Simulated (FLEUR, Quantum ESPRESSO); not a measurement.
A Quantum ESPRESSO input for a self-consistent single point of InN (F-43m, 2 atoms in the cell) (DFT, LDA (PZ), plane waves, GBRV 1.5 ultrasoft (LDA) pseudopotentials):

```fortran
&CONTROL
    calculation = 'scf'
    outdir = './tmp'
    pseudo_dir = './'
    tprnfor = .true.
    tstress = .true.
/
&SYSTEM
    ibrav = 2
    A = 4.8882640000
    nat = 2
    ntyp = 2
    ecutwfc = 40
    ecutrho = 200
    occupations = 'smearing'
    smearing = 'fermi-dirac'
    degauss = 0.0073499
/
&ELECTRONS
    conv_thr = 1.0e-11
    mixing_beta = 0.3
/
ATOMIC_SPECIES
In   114.8180  in_lda_v1.4.uspp.F.UPF
N     14.0070  n_lda_v1.2.uspp.F.UPF
ATOMIC_POSITIONS {angstrom}
In    0.0000000000    0.0000000000    0.0000000000
N    -1.2220660000    1.2220660000    1.2220660000
K_POINTS {automatic}
15 15 15  0 0 0
```

**Question.** Write the same calculation as an input for FLEUR.

**Answer.** One input that does it (others would too):

Input of the input generator:

```
InN crystal
&input film=f /
0.0000000000 0.7071067812 0.7071067812
0.7071067812 0.0000000000 0.7071067812
0.7071067812 0.7071067812 0.0000000000
6.5318848798
1.0 1.0 1.0

2
49 0.0000000000 0.0000000000 0.0000000000
7 0.2500000000 0.2500000000 0.2500000000

&comp jspins=1 /
&exco xctyp='pz' /
&kpt div1=15 div2=15 div3=15 /
&end /
```

```xml
<?xml version="1.0" encoding="UTF-8" standalone="no"?>
<fleurInput fleurInputVersion="0.39">
   <comment>
      InN crystal                                                                                         
   </comment>
   <calculationSetup>
      <cutoffs Kmax="4.6" Gmax="18.4" GmaxXC="18.4" numbands="0"/>
      <scfLoop itmax="80" minDistance="0.00001" maxIterBroyd="25" imix="Anderson" alpha="0.05" precondParam="0.0" spinf="2.0"/>
      <coreElectrons ctail="T" frcor="F" kcrel="0" coretail_lmax="0"/>
      <xcFunctional name="pz" relativisticCorrections="F"/>
      <magnetism jspins="1"/>
      <soc l_soc="F" theta="0.0" phi="0.0" spav="F"/>
      <expertModes spex="0" secvar="F"/>
      <geometryOptimization l_f="T" forcealpha="1.0" forcemix="BFGS" epsdisp="0.00001" epsforce="0.00001"/>
      <ldaU l_linMix="F" mixParam="0.05" spinf="1.0"/>
   </calculationSetup>
   <cell>
      <bzIntegration valenceElectrons="18.0" mode="hist" fermiSmearingEnergy="0.00367493">
         <kPointListSelection listName="default-1"/>
         <!-- k-points included here -->
         <xi:include xmlns:xi="http://www.w3.org/2001/XInclude" href="kpts.xml"> </xi:include>
      </bzIntegration>
      <!-- symmetry operations included here -->
      <xi:include xmlns:xi="http://www.w3.org/2001/XInclude" href="sym.xml"> </xi:include>
      <bulkLattice scale="1.0">
         <bravaisMatrix>
            <row-1>    0.0000000000000000     4.6187400925243267     4.6187400925243267</row-1>
            <row-2>    4.6187400925243267     0.0000000000000000     4.6187400925243267</row-2>
            <row-3>    4.6187400925243267     4.6187400925243267     0.0000000000000000</row-3>
         </bravaisMatrix>
      </bulkLattice>
   </cell>
   <atomSpecies>
      <species name="Indium (In)" element="In" atomicNumber="49">
         <mtSphere radius="2.34" gridPoints="823" logIncrement="0.016"/>
         <atomicCutoffs lmax="10" lnonsphr="8"/>
         <electronConfig flipSpins="F">
            <coreConfig>(1s1/2) (2s1/2) (2p1/2) (2p3/2) (3s1/2) (3p1/2) (3p3/2) (4s1/2) (3d3/2) (3d5/2) (4p1/2) (4p3/2)</coreConfig>
            <valenceConfig>(5s1/2) (4d3/2) (4d5/2) (5p1/2) (5p3/2)</valenceConfig>
            <stateOccupation state="(5p1/2)" spinUp="0.1666666666667" spinDown="0.1666666666667"/>
            <stateOccupation state="(5p3/2)" spinUp="0.3333333333333" spinDown="0.3333333333333"/>
         </electronConfig>
         <energyParameters s="5" p="5" d="5" f="4"/>
         <lo type="SCLO" l="2" n="4" eDeriv="0"/>
      </species>
      <species name="Nitrogen (N)" element="N" atomicNumber="7">
         <mtSphere radius="1.32" gridPoints="467" logIncrement="0.022"/>
         <atomicCutoffs lmax="6" lnonsphr="4"/>
         <electronConfig flipSpins="F">
            <coreConfig>(1s1/2)</coreConfig>
            <valenceConfig>(2s1/2) (2p1/2) (2p3/2)</valenceConfig>
            <stateOccupation state="(2p1/2)" spinUp="0.5" spinDown="0.5"/>
            <stateOccupation state="(2p3/2)" spinUp="1.0" spinDown="1.0"/>
         </electronConfig>
         <energyParameters s="2" p="2" d="3" f="4"/>
      </species>
   </atomSpecies>
   <atomGroups>
      <atomGroup species="Indium (In)">
         <relPos label="                   1">.0000000000 .0000000000 .0000000000</relPos>
         <force calculate="T" relaxXYZ="TTT"/>
      </atomGroup>
      <atomGroup species="Nitrogen (N)">
         <relPos label="                   2">1.000/4.000 1.000/4.000 1.000/4.000</relPos>
         <force calculate="T" relaxXYZ="TTT"/>
      </atomGroup>
   </atomGroups>
   <output dos="F" band="F" slice="F">
      <checks vchk="F" cdinf="F"/>
      <bandDOS minEnergy="-.5*Htr" maxEnergy="0.5*Htr" sigma="0.015" storeEVData="T"/>
      <vacuumDOS vacdos="F" integ="F" star="F" nstars="0" locx1="0.0" locy1="0.0" locx2="0.0" locy2="0.0" nstm="0" tworkf="0.0"/>
      <unfoldingBand unfoldBand="F" supercellX="1" supercellY="1" supercellZ="1"/>
      <plotting iplot="0" polar="F">
         <plot TwoD="T" vec1="  1.0  0.0  0.0" vec2="  0.0  1.0  0.0" vec3="  0.0  0.0  1.0" zero="  0.0  0.0  0.0" file="plot"/>
      </plotting>
      <chargeDensitySlicing numkpt="0" minEigenval="0.0" maxEigenval="0.0" nnne="0" pallst="F"/>
      <specialOutput eonly="F"/>
      <magneticCircularDichroism mcd="F" energyLo="-10.0" energyUp="0.0"/>
   </output>
  <!-- We include the file relax.xml here to enable relaxations (see documentation) -->
  <xi:include xmlns:xi="http://www.w3.org/2001/XInclude" href="relax.xml"> <xi:fallback/> </xi:include>
</fleurInput>
```

Basis, cutoffs, solver keys and any potentials are the target program's own. This input uses DFT, LDA (Perdew-Zunger), all-electron FLAPW (FLEUR), scalar-relativistic valence. LDA parametrisations can differ slightly between programs.

The starting cell comes from a database of computed structures (which also holds hypothetical and non-ambient phases and stackings), without a prior relaxation at this level. Its lattice was rescaled by a random factor within 2.5 % of one.
